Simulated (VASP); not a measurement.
# TaC (Fm-3m) in VASP: a series of runs

One crystal, TaC, is run at these levels: PBE; tasks: relaxation of cell and atoms.

Everything below comes from runs of VASP 6.6.1. Logs are shortened: lines on timing, memory, paths and dates and some standing lists are left out, and cuts for length are marked.

## 1. Starting point

Symmetry: Fm-3m, No. 225, cubic system. Conventional cell: a = 4.446 Å, b = 4.446 Å, c = 4.446 Å, α = 90.00°, β = 90.00°, γ = 90.00°. Ta (site symmetry m-3m) is surrounded by 6 C at 2.22 Å. Around C (site symmetry m-3m) lie 6 Ta at 2.22 Å.

## 2. Relaxation of cell and atoms, PBE

INCAR reads:

```
  PREC = Accurate
  ENCUT = 520
  EDIFF = 1E-6
  ISMEAR = 0
  SIGMA = 0.1
  LREAL = F
  LASPH = T
  NELM = 120
  ALGO = Normal
  ISIF = 3
  LWAVE = F
  LCHARG = F
  GGA = PE
  IBRION = 2
  NSW = 90
  EDIFFG = -0.01
```

KPOINTS reads:

```
Automatic mesh
0
Gamma
  17 17 17
```

POSCAR reads:

```
TaC
1.0
    0.0000000000      2.2230000000      2.2230000000
    2.2230000000      0.0000000000      2.2230000000
    2.2230000000      2.2230000000      0.0000000000
Ta C
1 1
Direct
    0.0000000000      0.0000000000      0.0000000000
    0.5000000000      0.5000000000      0.5000000000
```

Potentials or basis: VASP PAW PBE potentials, release 64 (Ta_pv, C).

Command:

```bash
$ cat potpaw_PBE.64/Ta_pv/POTCAR potpaw_PBE.64/C/POTCAR > POTCAR
$ mpirun -np 1 vasp_std > vasp.out
```

OUTCAR:

```text
PREC = Accurate
   ENCUT = 520
   EDIFF = 1E-6
   ISMEAR = 0
   LREAL = F
   LASPH = T
   NELM = 120
   ISIF = 3
   GGA = PE
   IBRION = 2
   NSW = 90
   EDIFFG = -0.01

 ion  position               nearest neighbor table
   1  0.000  0.000  0.000-   2 2.22   2 2.22   2 2.22   2 2.22   2 2.22   2 2.22
   2  0.500  0.500  0.500-   1 2.22   1 2.22   1 2.22   1 2.22   1 2.22   1 2.22

  LATTYP: Found a face centered cubic cell.
 ALAT       =     4.4460000000

  Lattice vectors:

 A1 = (   0.0000000000,   2.2230000000,   2.2230000000)
 A2 = (   2.2230000000,   0.0000000000,   2.2230000000)
 A3 = (   2.2230000000,   2.2230000000,   0.0000000000)

Analysis of symmetry for initial positions (statically):
=====================================================================
 Subroutine PRICEL returns:
 Original cell was already a primitive cell.

 Routine SETGRP: Setting up the symmetry group for a
 face centered cubic supercell.

 Subroutine GETGRP returns: Found 48 space group operations
 (whereof 48 operations were pure point group operations)
 out of a pool of 48 trial point group operations.

The static configuration has the point symmetry O_h .

Analysis of symmetry for dynamics (positions and initial velocities):
=====================================================================
 Subroutine PRICEL returns:
 Original cell was already a primitive cell.

 Routine SETGRP: Setting up the symmetry group for a
 face centered cubic supercell.

 Subroutine GETGRP returns: Found 48 space group operations
 (whereof 48 operations were pure point group operations)
 out of a pool of 48 trial point group operations.

The dynamic configuration has the point symmetry O_h .

 Subroutine INISYM returns: Found 48 space group operations
 (whereof 48 operations are pure point group operations),
 and found     1 'primitive' translations

----------------------------------------------------------------------------------------

                                     Primitive cell

  volume of cell :      21.9709

  direct lattice vectors                    reciprocal lattice vectors
     0.000000000  2.223000000  2.223000000    -0.224921278  0.224921278  0.224921278
     2.223000000  0.000000000  2.223000000     0.224921278 -0.224921278  0.224921278
     2.223000000  2.223000000  0.000000000     0.224921278  0.224921278 -0.224921278

  length of vectors
     3.143796749  3.143796749  3.143796749     0.389575080  0.389575080  0.389575080

  position of ions in fractional coordinates (direct lattice)
     0.000000000  0.000000000  0.000000000
     0.500000000  0.500000000  0.500000000

  ion indices of the primitive-cell ions
   primitive index   ion index
                 1           1
                 2           2

----------------------------------------------------------------------------------------

 KPOINTS: Automatic mesh

Automatic generation of k-mesh.
 Grid dimensions read from file:
 generate k-points for:   17   17   17

 Generating k-lattice:

  Cartesian coordinates                     Fractional coordinates (reciprocal lattice)
    -0.013230663  0.013230663  0.013230663     0.058823529  0.000000000  0.000000000
     0.013230663 -0.013230663  0.013230663     0.000000000  0.058823529  0.000000000
     0.013230663  0.013230663 -0.013230663     0.000000000  0.000000000  0.058823529

  Length of vectors
     0.022916181  0.022916181  0.022916181

  Shift w.r.t. Gamma in fractional coordinates (k-lattice)
     0.000000000  0.000000000  0.000000000

 Subroutine IBZKPT returns following result:
 ===========================================

 Found    165 irreducible k-points:

 Following reciprocal coordinates:
            Coordinates               Weight
  0.000000  0.000000  0.000000      1.000000
  0.058824  0.000000  0.000000      8.000000
  0.117647  0.000000  0.000000      8.000000
  0.176471  0.000000  0.000000      8.000000
  0.235294  0.000000  0.000000      8.000000
  0.294118  0.000000  0.000000      8.000000
[... 16 lines left out ...]
 -0.176471  0.058824  0.000000     24.000000
 -0.117647  0.058824  0.000000     24.000000
 [... further k-points ...]
   k-points           NKPTS =    165   k-points in BZ     NKDIM =    165   number of bands    NBANDS=     11
   number of dos      NEDOS =    301   number of ions     NIONS =      2
   total plane-waves  NPLWV =  13824
   dimension x,y,z NGX =    24 NGY =   24 NGZ =   24
   dimension x,y,z NGXF=    48 NGYF=   48 NGZF=   48
   ions per type =               1   1
   NGX,Y,Z   is equivalent  to a cutoff of  12.69, 12.69, 12.69 a.u.
   NGXF,Y,Z  is equivalent  to a cutoff of  25.38, 25.38, 25.38 a.u.
 SYSTEM =  unknown system
   PREC   = accura    normal or accurate (medium, high low for compatibility)
   ISTART =      0    job   : 0-new  1-cont  2-samecut
   ICHARG =      2    charge: 1-file 2-atom 10-const
   ISPIN  =      1    spin polarized calculation?
   LNONCOLLINEAR =      F non collinear calculations
   LSORBIT =      F    spin-orbit coupling
   LASPH  =      T    aspherical Exc in radial PAW
   ENCUT  =  520.0 eV  38.22 Ry    6.18 a.u.   5.85  5.85  5.85*2*pi/ulx,y,z
   NELM   =    120;   NELMIN=  2; NELMDL= -5     # of ELM steps
   EDIFF  = 0.1E-05   stopping-criterion for ELM
   LREAL  =      F    real-space projection
   EDIFFG = -.1E-01   stopping-criterion for IOM
   NSW    =     90    number of steps for IOM
   IBRION =      2    ionic relax: 0-MD 1-quasi-New 2-CG
   NFREE  =      1    steps in history (QN), initial steepest desc. (CG)
   ISIF   =      3    stress and relaxation
   ISYM   =      2    0-nonsym 1-usesym 2-fastsym
   POTIM  = 0.5000    time-step for ionic-motion
   TEBEG  =    0.0;   TEEND  =   0.0 temperature during run
   PSTRESS=    0.0 pullay stress
   NELECT =      15.0000    total number of electrons
   NUPDOWN=      -1.0000    fix difference up-down
   EMIN   =  10.00;   EMAX   =-10.00  energy-range for DOS
   EFERMI =   0.00;   METHOD = LEGACY
   ISMEAR =     0;   SIGMA  =   0.10  broadening in eV -4-tet -1-fermi 0-gaus
   EFERMI_NEDOS =   21; number of points for ismear=-14 and -15
   IALGO  =     38    algorithm
   IMIX   =      4    mixing-type and parameters
     AMIX     =   0.40;   BMIX     =  1.00
     AMIX_MAG =   1.60;   BMIX_MAG =  1.00
  volume/ion in A,a.u.               =      10.99        74.13
  Fermi-wavevector in a.u.,A,eV,Ry     =   1.441526  2.724089 28.272865  2.077997
  Thomas-Fermi vector in A             =   2.560148
   LORBIT       =      0    0 simple, 1 ext, 2 COOP (PROOUT), +10 PAW based schemes
   GGA     = PE    functional components
   LHFCALC =     F    Hartree Fock is set to
   AEXX    =    0.0000 exact exchange contribution
   IVDW    =     0    specifies the selected vdW correction
   LEPSILON=     F    determine dielectric tensor
   LRPA    =     F    only Hartree local field effects (RPA)
 conjugate gradient relaxation of ions
 non-spin polarized calculation
 Gauss-broadening in eV      SIGMA  =   0.10
  energy-cutoff  :      520.00
  volume of cell :       21.97
 maximum number of plane-waves:       609
   NGX = 11   NGY = 11   NGZ = 11

--------------------------------------- Ionic step        1  -------------------------------------------

 number of electron      15.0000001 magnetization

 Free energy of the ion-electron system (eV)
  ---------------------------------------------------
  ext. energy  EPLUGINS =         0.00000000
  ---------------------------------------------------
  free energy    TOTEN  =       -22.18995917 eV

  energy without entropy =      -22.18504147  energy(sigma->0) =      -22.18750032

------------------------ aborting loop because EDIFF is reached ----------------------------------------

  FORCE on cell =-STRESS in cart. coord.  units (eV):
  Direction    XX          YY          ZZ          XY          YZ          ZX
  --------------------------------------------------------------------------------------
  -------------------------------------------------------------------------------------
  Total        1.0270184      1.0270184      1.0270184      0.0000000      0.0000000      0.0000000
  in kB       74.8928624     74.8928624     74.8928624      0.0000000      0.0000000      0.0000000
  external PRESSURE =      74.8928624 kB  Pullay stress =       0.0000000 kB

 VOLUME and BASIS-vectors are now :
 -----------------------------------------------------------------------------
  energy-cutoff  :      520.00
  volume of cell :       21.97
      direct lattice vectors                 reciprocal lattice vectors
     0.000000000  2.223000000  2.223000000    -0.224921278  0.224921278  0.224921278
     2.223000000  0.000000000  2.223000000     0.224921278 -0.224921278  0.224921278
     2.223000000  2.223000000  0.000000000     0.224921278  0.224921278 -0.224921278
[... 37 lines left out ...]
 POSITION                                       TOTAL-FORCE (eV/Angst)
 -----------------------------------------------------------------------------------
      4.55614      2.27807      2.27807        -0.000000     -0.000000     -0.000000
      2.27807      2.27807      2.27807         0.000000      0.000000      0.000000
 -----------------------------------------------------------------------------------
    total drift:                                0.000000     -0.000000     -0.000000

  FREE ENERGIE OF THE ION-ELECTRON SYSTEM (eV)
  ---------------------------------------------------
  free  energy   TOTEN  =       -22.1432480745 eV

  energy  without entropy=      -22.1381538519  energy(sigma->0) =      -22.14070096

--------------------------------------- Ionic step        3  -------------------------------------------

 number of electron      14.9999998 magnetization

 Free energy of the ion-electron system (eV)
  ---------------------------------------------------
  ext. energy  EPLUGINS =         0.00000000
  ---------------------------------------------------
  free energy    TOTEN  =       -22.20113970 eV

  energy without entropy =      -22.19617002  energy(sigma->0) =      -22.19865486

 E-fermi :   8.2907     XC(G=0): -13.1176

 val. band max:        8.2905895905   @ k =  -0.4118   0.3529   0.1176
 cond. band min:       8.3091111784   @ k =  -0.4706   0.2941   0.1176
 fundamental gap:      0.0185215879
 Fermi energy:         8.2906922475

 k-point     1 :       0.0000    0.0000    0.0000
  band No.  band energies     occupation
      1     -26.8838      2.00000
      2     -26.8838      2.00000
      3     -26.8838      2.00000
      4      -6.4729      2.00000
      5       6.9289      2.00000
      6       6.9289      2.00000
      7       6.9289      2.00000
      8       7.7618      2.00000
      9       7.7618      2.00000
     10       7.7618      2.00000
     11       8.8691      0.00000

 k-point     2 :       0.0588    0.0000    0.0000
  band No.  band energies     occupation
      1     -26.9078      2.00000
      2     -26.8862      2.00000
      3     -26.8862      2.00000
      4      -6.3770      2.00000
      5       6.3848      2.00000
      6       6.7085      2.00000
      7       6.7085      2.00000
      8       7.4167      2.00000
      9       7.4167      2.00000
     10       8.0946      1.99444
     11       9.6254      0.00000
[... 295 lines left out ...]
 k-point    24 :      -0.1176    0.0588    0.0000
  band No.  band energies     occupation
      1     -27.0163      2.00000
      2     -26.9157      2.00000
      3     -26.8904      2.00000
      4      -5.8871      2.00000
      5       4.9473      2.00000
      6       5.3782      2.00000
      7       5.5176      2.00000
      8       7.3490      2.00000
      9       8.2198      1.68405
     10       8.8567      0.00000
     11      10.6535      0.00000

 [... further k-points ...]

------------------------ aborting loop because EDIFF is reached ----------------------------------------

  FORCE on cell =-STRESS in cart. coord.  units (eV):
  Direction    XX          YY          ZZ          XY          YZ          ZX
  --------------------------------------------------------------------------------------
  -------------------------------------------------------------------------------------
  Total       -0.0156783     -0.0156783     -0.0156783      0.0000000      0.0000000      0.0000000
  in kB       -1.1179817     -1.1179817     -1.1179817      0.0000000      0.0000000      0.0000000
  external PRESSURE =      -1.1179817 kB  Pullay stress =       0.0000000 kB

 VOLUME and BASIS-vectors are now :
 -----------------------------------------------------------------------------
  energy-cutoff  :      520.00
  volume of cell :       22.47
      direct lattice vectors                 reciprocal lattice vectors
     0.000000000  2.239656888  2.239656888    -0.223248482  0.223248482  0.223248482
     2.239656888 -0.000000000  2.239656888     0.223248482 -0.223248482  0.223248482
     2.239656888  2.239656888  0.000000000     0.223248482  0.223248482 -0.223248482

 POSITION                                       TOTAL-FORCE (eV/Angst)
 -----------------------------------------------------------------------------------
      0.00000      0.00000      0.00000         0.000000     -0.000000      0.000000
      2.23966      2.23966      2.23966        -0.000000      0.000000     -0.000000
 -----------------------------------------------------------------------------------
    total drift:                                0.000000     -0.000000     -0.000000

  FREE ENERGIE OF THE ION-ELECTRON SYSTEM (eV)
  ---------------------------------------------------
  free  energy   TOTEN  =       -22.2011397045 eV

  energy  without entropy=      -22.1961700175  energy(sigma->0) =      -22.19865486

 reached required accuracy - stopping structural energy minimisation
```

It took 32 s on 1 thread of Intel Xeon Platinum 8488C (Sapphire Rapids), shared host; peak memory 0.18 GiB.

Results:

```
Free energy                            : -22.2011 eV
Relaxed volume                         : 11.23 Å³/atom
Relaxed cell                           : a = 3.167 Å, b = 3.167 Å, c = 3.167 Å, α = 60.00°, β = 60.00°, γ = 60.00°
Space group after relaxing (to 0.05 Å) : Fm-3m (No. 225)
Energy gained by relaxing              : 5.6 meV/atom
Ionic steps                            : 3
Pressure after relaxing                : -0.1 GPa
Band gap on the k mesh                 : none (metal or under the smearing width)
```

The path:
```
step  energy change (eV)  largest force (eV/Å)  pressure (GPa)  volume (Å³)
   1              0.0000                0.0000            7.49        21.97
   2              0.0467                0.0000          -14.95        23.64
   3             -0.0112                0.0000           -0.11        22.47
```

Final structure:
```
CELL_PARAMETERS angstrom
0.00000 2.23966 2.23966
2.23966 0.00000 2.23966
2.23966 2.23966 0.00000
ATOMIC_POSITIONS crystal
Ta 0.00000 0.00000 0.00000
C 0.50000 0.50000 0.50000
```

## 3. Relaxation of cell and atoms, PBE

This run uses another cell than the first one, of 11.23 Å³/atom, 1.023 times its volume.

INCAR reads:

```
  PREC = Accurate
  ENCUT = 520
  EDIFF = 1E-7
  ISMEAR = 0
  SIGMA = 0.1
  LREAL = F
  LASPH = T
  NELM = 120
  ALGO = Normal
  ISIF = 3
  LWAVE = F
  LCHARG = F
  GGA = PE
  IBRION = 2
  NSW = 60
  EDIFFG = -0.005
  POTIM = 0.3
```

KPOINTS is that of step 2.

POSCAR reads:

```
TaC                                     
1.0
    0.0000000000      2.2396568878      2.2396568878
    2.2396568878     -0.0000000000      2.2396568878
    2.2396568878      2.2396568878      0.0000000000
  Ta              C             
     1     1
Direct
     0.0000000000000000    0.0000000000000000    0.0000000000000000
     0.5000000000000000    0.5000000000000000    0.5000000000000000
```

Potentials or basis: VASP PAW PBE potentials, release 64 (Ta_pv, C).

Command:

```bash
$ cat potpaw_PBE.64/Ta_pv/POTCAR potpaw_PBE.64/C/POTCAR > POTCAR
$ mpirun -np 1 vasp_std > vasp.out
```

Wall time 29 s (1 thread of Intel Xeon Platinum 8488C (Sapphire Rapids), shared host); peak memory 0.18 GiB.

The run converged. Its results:

| Item | Value |
| --- | --- |
| Free energy | -22.2014 eV |
| Relaxed volume | 11.23 Å³/atom |
| Relaxed cell | a = 3.167 Å, b = 3.167 Å, c = 3.167 Å, α = 60.00°, β = 60.00°, γ = 60.00° |
| Space group after relaxing (to 0.05 Å) | Fm-3m (No. 225) |
| Energy gained by relaxing | 0.0 meV/atom |
| Ionic steps | 3 |
| Pressure after relaxing | 0.0 GPa |
| Band gap on the k mesh | none (metal or under the smearing width) |

Final structure:
```
Ta C
1.0
     0.00000    2.23937    2.23937
     2.23937    0.00000    2.23937
     2.23937    2.23937    0.00000
Ta C
1 1
Direct
  0.00000 0.00000 0.00000
  0.50000 0.50000 0.50000
```

Levels at points of the mesh, in eV from the Fermi level:
| k point | band 5 | band 6 | band 7 | band 8 | band 9 | band 10 | band 11 |
| --- | --- | --- | --- | --- | --- | --- | --- |
| (0.00, 0.00, 0.00) | -1.36 | -1.36 | -1.36 | -0.53 | -0.53 | -0.53 | 0.58 |

Spin-orbit coupling is left out, which matters for the levels of Ta.
